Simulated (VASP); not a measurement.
# ZnSe (P4/nmm) in VASP: single point with PBEsol

Aim: the single point of ZnSe with PBEsol.

Everything below comes from runs of VASP 6.6.1. Logs are shortened: lines on timing, memory, paths and dates and some standing lists are left out, and cuts for length are marked.

### Step 1. The structure

Symmetry: P4/nmm, No. 129, tetragonal system. Conventional cell: a = 4.108 Å, b = 4.108 Å, c = 6.070 Å, α = 90.00°, β = 90.00°, γ = 90.00°. Around Zn (site symmetry -4m2) lie 4 Se at 2.54 Å and 4 Zn at 2.90 Å. Around Se (site symmetry 4mm) lie 4 Zn at 2.54 Å.

Measurements of this composition are mostly on another form, of space group No. 216.

### Step 2. Single point, PBEsol

Contents of INCAR:

```
PREC = Accurate ; ENCUT = 520
EDIFF = 1E-6 ; ISMEAR = 0
SIGMA = 0.1 ; LREAL = F
LASPH = T ; NELM = 60
ALGO = Normal ; ISIF = 2
LWAVE = F ; LCHARG = F
GGA = PS ; NBANDS = 26
```

Contents of KPOINTS:

```
regular mesh
0
Gamma
  4 4 4
```

Contents of POSCAR:

```
ZnSe
1.0
    4.1077020000      0.0000000000      0.0000000000
    0.0000000000      4.1077020000      0.0000000000
    0.0000000000      0.0000000000      6.0703500000
Zn Se
2 2
Direct
    0.0000000000      0.0000000000      0.0000000000
    0.5000000000      0.5000000000      0.0000000000
    0.0000000000      0.5000000000      0.2462800000
    0.5000000000      0.0000000000      0.7537200000
```

Potentials or basis: VASP PAW PBE potentials, release 64 (Zn, Se).

Started as:

```sh
cat potpaw_PBE.64/Zn/POTCAR potpaw_PBE.64/Se/POTCAR > POTCAR
mpirun -np 1 vasp_std > vasp.out
```

OUTCAR:

```text
PREC = Accurate
   ENCUT = 520
   EDIFF = 1E-6
   ISMEAR = 0
   LREAL = F
   LASPH = T
   NELM = 60
   ISIF = 2
   GGA = PS

 ion  position               nearest neighbor table
   1  0.000  0.000  0.000-   3 2.54   4 2.54   3 2.54   4 2.54   2 2.90   2 2.90   2 2.90   2 2.90

   2  0.500  0.500  0.000-   3 2.54   4 2.54   4 2.54   3 2.54   1 2.90   1 2.90   1 2.90   1 2.90

   3  0.000  0.500  0.246-   1 2.54   2 2.54   1 2.54   2 2.54
   4  0.500  0.000  0.754-   1 2.54   2 2.54   2 2.54   1 2.54

  LATTYP: Found a simple tetragonal cell.
 ALAT       =     4.1077020000
 C/A-ratio  =     1.4777970749

  Lattice vectors:

 A1 = (   4.1077020000,   0.0000000000,   0.0000000000)
 A2 = (   0.0000000000,   4.1077020000,   0.0000000000)
 A3 = (   0.0000000000,   0.0000000000,   6.0703500000)

Analysis of symmetry for initial positions (statically):
=====================================================================
 Subroutine PRICEL returns:
 Original cell was already a primitive cell.

 Routine SETGRP: Setting up the symmetry group for a
 simple tetragonal supercell.

 Subroutine GETGRP returns: Found 16 space group operations
 (whereof  8 operations were pure point group operations)
 out of a pool of 16 trial point group operations.

The static configuration has the point symmetry D_2d.
 The point group associated with its full space group is D_4h.

Analysis of symmetry for dynamics (positions and initial velocities):
=====================================================================
 Subroutine PRICEL returns:
 Original cell was already a primitive cell.

 Routine SETGRP: Setting up the symmetry group for a
 simple tetragonal supercell.

 Subroutine GETGRP returns: Found 16 space group operations
 (whereof  8 operations were pure point group operations)
 out of a pool of 16 trial point group operations.

The dynamic configuration has the point symmetry D_2d.
 The point group associated with its full space group is D_4h.

 Subroutine INISYM returns: Found 16 space group operations
 (whereof  8 operations are pure point group operations),
 and found     1 'primitive' translations

----------------------------------------------------------------------------------------

                                     Primitive cell

  volume of cell :     102.4263

  direct lattice vectors                    reciprocal lattice vectors
     4.107702000  0.000000000  0.000000000     0.243445118  0.000000000  0.000000000
     0.000000000  4.107702000  0.000000000     0.000000000  0.243445118  0.000000000
     0.000000000  0.000000000  6.070350000     0.000000000  0.000000000  0.164735147

  length of vectors
     4.107702000  4.107702000  6.070350000     0.243445118  0.243445118  0.164735147

  position of ions in fractional coordinates (direct lattice)
     0.000000000  0.000000000  0.000000000
     0.500000000  0.500000000  0.000000000
     0.000000000  0.500000000  0.246280000
     0.500000000  0.000000000  0.753720000

  ion indices of the primitive-cell ions
   primitive index   ion index
                 1           1
                 2           2
                 3           3
                 4           4

----------------------------------------------------------------------------------------

 KPOINTS: regular mesh

Automatic generation of k-mesh.
 Grid dimensions read from file:
 generate k-points for:    4    4    4

 Generating k-lattice:

  Cartesian coordinates                     Fractional coordinates (reciprocal lattice)
     0.060861280  0.000000000  0.000000000     0.250000000  0.000000000  0.000000000
     0.000000000  0.060861280  0.000000000     0.000000000  0.250000000  0.000000000
     0.000000000  0.000000000  0.041183787     0.000000000  0.000000000  0.250000000

  Length of vectors
     0.060861280  0.060861280  0.041183787

  Shift w.r.t. Gamma in fractional coordinates (k-lattice)
     0.000000000  0.000000000  0.000000000

 Subroutine IBZKPT returns following result:
 ===========================================

 Found     18 irreducible k-points:

 Following reciprocal coordinates:
            Coordinates               Weight
  0.000000  0.000000  0.000000      1.000000
  0.250000  0.000000  0.000000      4.000000
  0.500000  0.000000  0.000000      2.000000
  0.250000  0.250000  0.000000      4.000000
  0.500000  0.250000  0.000000      4.000000
  0.500000  0.500000  0.000000      1.000000
[... 10 lines left out ...]
  0.500000  0.250000  0.500000      4.000000
  0.500000  0.500000  0.500000      1.000000
   k-points           NKPTS =     18   k-points in BZ     NKDIM =     18   number of bands    NBANDS=     26
   number of dos      NEDOS =    301   number of ions     NIONS =      4
   total plane-waves  NPLWV =  49152
   dimension x,y,z NGX =    32 NGY =   32 NGZ =   48
   dimension x,y,z NGXF=    64 NGYF=   64 NGZF=   96
   ions per type =               2   2
   NGX,Y,Z   is equivalent  to a cutoff of  12.95, 12.95, 13.15 a.u.
   NGXF,Y,Z  is equivalent  to a cutoff of  25.90, 25.90, 26.29 a.u.
 SYSTEM =  unknown system
   PREC   = accura    normal or accurate (medium, high low for compatibility)
   ISTART =      0    job   : 0-new  1-cont  2-samecut
   ICHARG =      2    charge: 1-file 2-atom 10-const
   ISPIN  =      1    spin polarized calculation?
   LNONCOLLINEAR =      F non collinear calculations
   LSORBIT =      F    spin-orbit coupling
   LASPH  =      T    aspherical Exc in radial PAW
   ENCUT  =  520.0 eV  38.22 Ry    6.18 a.u.   7.64  7.64 11.29*2*pi/ulx,y,z
   NELM   =     60;   NELMIN=  2; NELMDL= -5     # of ELM steps
   EDIFF  = 0.1E-05   stopping-criterion for ELM
   LREAL  =      F    real-space projection
   EDIFFG = 0.1E-04   stopping-criterion for IOM
   NSW    =      0    number of steps for IOM
   IBRION =     -1    ionic relax: 0-MD 1-quasi-New 2-CG
   NFREE  =      0    steps in history (QN), initial steepest desc. (CG)
   ISIF   =      2    stress and relaxation
   ISYM   =      2    0-nonsym 1-usesym 2-fastsym
   POTIM  = 0.5000    time-step for ionic-motion
   TEBEG  =    0.0;   TEEND  =   0.0 temperature during run
   PSTRESS=    0.0 pullay stress
   NELECT =      36.0000    total number of electrons
   NUPDOWN=      -1.0000    fix difference up-down
   EMIN   =  10.00;   EMAX   =-10.00  energy-range for DOS
   EFERMI =   0.00;   METHOD = LEGACY
   ISMEAR =     0;   SIGMA  =   0.10  broadening in eV -4-tet -1-fermi 0-gaus
   EFERMI_NEDOS =   21; number of points for ismear=-14 and -15
   IALGO  =     38    algorithm
   IMIX   =      4    mixing-type and parameters
     AMIX     =   0.40;   BMIX     =  1.00
     AMIX_MAG =   1.60;   BMIX_MAG =  1.00
  volume/ion in A,a.u.               =      25.61       172.80
  Fermi-wavevector in a.u.,A,eV,Ry     =   1.155328  2.183253 18.160809  1.334782
  Thomas-Fermi vector in A             =   2.291957
   LORBIT       =      0    0 simple, 1 ext, 2 COOP (PROOUT), +10 PAW based schemes
   GGA     = PS    functional components
   LHFCALC =     F    Hartree Fock is set to
   AEXX    =    0.0000 exact exchange contribution
   IVDW    =     0    specifies the selected vdW correction
   LEPSILON=     F    determine dielectric tensor
   LRPA    =     F    only Hartree local field effects (RPA)
 non-spin polarized calculation
 Gauss-broadening in eV      SIGMA  =   0.10
  energy-cutoff  :      520.00
  volume of cell :      102.43
 maximum number of plane-waves:      2783
 NGX is ok and might be reduce to    32
   NGX = 15   NGY = 15   NGZ = 23

 number of electron      35.9999984 magnetization

 Free energy of the ion-electron system (eV)
  ---------------------------------------------------
  ext. energy  EPLUGINS =         0.00000000
  ---------------------------------------------------
  free energy    TOTEN  =       -12.78639748 eV

  energy without entropy =      -12.78639748  energy(sigma->0) =      -12.78639748

 E-fermi :   1.0056     XC(G=0):  -8.8354

 val. band max:        0.5355444712   @ k =   0.0000   0.0000   0.0000
 cond. band min:       2.3852575180   @ k =   0.0000   0.0000   0.0000
 fundamental gap:      1.8497130468
 Fermi energy:         1.0055702716

 k-point     1 :       0.0000    0.0000    0.0000
  band No.  band energies     occupation
      1     -12.3648      2.00000
      2     -11.4365      2.00000
      3      -6.1789      2.00000
      4      -6.1777      2.00000
      5      -6.0945      2.00000
      6      -6.0945      2.00000
[... 18 lines left out ...]
     25      10.3442      0.00000
     26      10.9787      0.00000

 k-point     2 :       0.2500    0.0000    0.0000
  band No.  band energies     occupation
      1     -12.1280      2.00000
      2     -11.4460      2.00000
      3      -6.1314      2.00000
      4      -6.0683      2.00000
      5      -6.0168      2.00000
      6      -5.9953      2.00000
[... 18 lines left out ...]
     25       8.4024      0.00000
     26       8.4904      0.00000

 k-point     3 :       0.5000    0.0000    0.0000
  band No.  band energies     occupation
      1     -11.6665      2.00000
      2     -11.6665      2.00000
      3      -5.9577      2.00000
      4      -5.9577      2.00000
      5      -5.8637      2.00000
      6      -5.8637      2.00000
[... 18 lines left out ...]
     25       7.8312      0.00000
     26       7.8312      0.00000

 k-point     4 :       0.2500    0.2500    0.0000
  band No.  band energies     occupation
      1     -11.9190      2.00000
      2     -11.4180      2.00000
      3      -6.2426      2.00000
      4      -5.9827      2.00000
      5      -5.9616      2.00000
      6      -5.9010      2.00000
[... 18 lines left out ...]
     25       8.1266      0.00000
     26       9.3219      0.00000
[... 322 lines left out ...]
      1     -11.8414      2.00000
      2     -11.4985      2.00000
      3      -6.2485      2.00000
      4      -5.9699      2.00000
      5      -5.9525      2.00000
      6      -5.9068      2.00000
[... 18 lines left out ...]
     25       8.0490      0.00000
     26       9.0394      0.00000

 k-point    17 :       0.5000    0.2500    0.5000
  band No.  band energies     occupation
      1     -11.5363      2.00000
      2     -11.5363      2.00000
      3      -6.1225      2.00000
      4      -6.1225      2.00000
      5      -5.8569      2.00000
      6      -5.8569      2.00000
[... 18 lines left out ...]
     25       8.7478      0.00000
     26       8.7478      0.00000

 k-point    18 :       0.5000    0.5000    0.5000
  band No.  band energies     occupation
      1     -11.4055      2.00000
      2     -11.4055      2.00000
      3      -6.2390      2.00000
      4      -6.2390      2.00000
      5      -5.8142      2.00000
      6      -5.8142      2.00000
[... 18 lines left out ...]
     25       8.6135      0.00000
     26       8.6135      0.00000

------------------------ aborting loop because EDIFF is reached ----------------------------------------

  FORCE on cell =-STRESS in cart. coord.  units (eV):
  Direction    XX          YY          ZZ          XY          YZ          ZX
  --------------------------------------------------------------------------------------
  -------------------------------------------------------------------------------------
  Total       -1.6485732     -1.6485732     -1.4179845      0.0000000      0.0000000      0.0000000
  in kB      -25.7873807    -25.7873807    -22.1804569      0.0000000      0.0000000      0.0000000
  external PRESSURE =     -24.5850728 kB  Pullay stress =       0.0000000 kB

 VOLUME and BASIS-vectors are now :
 -----------------------------------------------------------------------------
  energy-cutoff  :      520.00
  volume of cell :      102.43
      direct lattice vectors                 reciprocal lattice vectors
     4.107702000  0.000000000  0.000000000     0.243445118  0.000000000  0.000000000
     0.000000000  4.107702000  0.000000000     0.000000000  0.243445118  0.000000000
     0.000000000  0.000000000  6.070350000     0.000000000  0.000000000  0.164735147

 POSITION                                       TOTAL-FORCE (eV/Angst)
 -----------------------------------------------------------------------------------
      0.00000      0.00000      0.00000         0.000000     -0.000000      0.000000
      2.05385      2.05385      0.00000         0.000000      0.000000      0.000000
      0.00000      2.05385      1.49501         0.000000      0.000000     -0.359401
      2.05385      0.00000      4.57534         0.000000      0.000000      0.359401
 -----------------------------------------------------------------------------------
    total drift:                                0.000000     -0.000000     -0.000000

  FREE ENERGIE OF THE ION-ELECTRON SYSTEM (eV)
  ---------------------------------------------------
  free  energy   TOTEN  =       -12.7863974783 eV

  energy  without entropy=      -12.7863974783  energy(sigma->0) =      -12.78639748
```

Wall time 19 s (1 thread of Intel Xeon 6975P-C (Granite Rapids), shared host); peak memory 0.22 GiB.

What came out:

- Free energy: -12.7864 eV
- Pressure: -2.5 GPa
- Largest force: 0.359 eV/Å
- Band gap on the k mesh: 1.85 eV, direct

Forces in eV/Å, atoms in the order of the input:
```
Zn   0.000  0.000  0.000
Zn   0.000  0.000  0.000
Se   0.000  0.000 -0.359
Se   0.000  0.000  0.359
```

Levels at points of the mesh, in eV from the valence-band top:
```tsv
k point	band 15	band 16	band 17	band 18	band 19	band 20	band 21	band 22
(0.00, 0.00, 0.00)	-2.15	-0.01	0.00	0.00	1.85	1.87	2.92	5.70
(0.50, 0.00, 0.00)	-1.53	-1.53	-0.77	-0.77	3.41	3.41	5.86	5.86
(0.50, 0.50, 0.00)	-2.19	-2.19	-2.03	-2.03	3.34	3.34	3.54	3.54
(0.00, 0.00, 0.50)	-2.01	-1.14	-0.27	-0.27	1.97	3.27	3.61	5.17
(0.50, 0.00, 0.50)	-0.76	-0.76	-0.75	-0.75	2.57	2.57	5.77	5.77
(0.50, 0.50, 0.50)	-2.45	-2.45	-2.39	-2.39	4.55	4.55	4.81	4.81
```

Caveat: the PAW data sets were made with another functional, which shifts forces and pressure a little.
